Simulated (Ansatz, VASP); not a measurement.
Two plane-wave programs on AlN

```
CELL_PARAMETERS angstrom
3.10669 0.00000 0.00000
-1.55335 2.69048 0.00000
0.00000 0.00000 4.97859
ATOMIC_POSITIONS crystal
Al 0.33333 0.66667 0.99670
Al 0.66667 0.33333 0.49670
N 0.33333 0.66667 0.37830
N 0.66667 0.33333 0.87830
```

Alike in both runs: task single point; functional r2SCAN; k mesh 6 × 6 × 4; no spin polarisation.

```csv
,VASP,Ansatz
version,VASP 6.6.1,Ansatz 0.2.0
potentials or method,"VASP PAW PBE potentials, release 64 (Al, N)",plane waves
plane-wave cutoff (eV),520,500
occupations,"gaussian, width 0.01 eV",fixed
valence electrons in the cell,16,16
```

|  | VASP | Ansatz | Ansatz less VASP |
| --- | --- | --- | --- |
| gap on the k mesh at the Fermi level (eV) | 4.92 | 4.88 | -0.040 |
| pressure (GPa) | -0.4 | 0.0 | +0.39 |

Caveats: the PAW data sets were made with another functional, which shifts forces and pressure a little (VASP). r2SCAN opens gaps a little over a GGA but as a rule still falls short of measured ones.
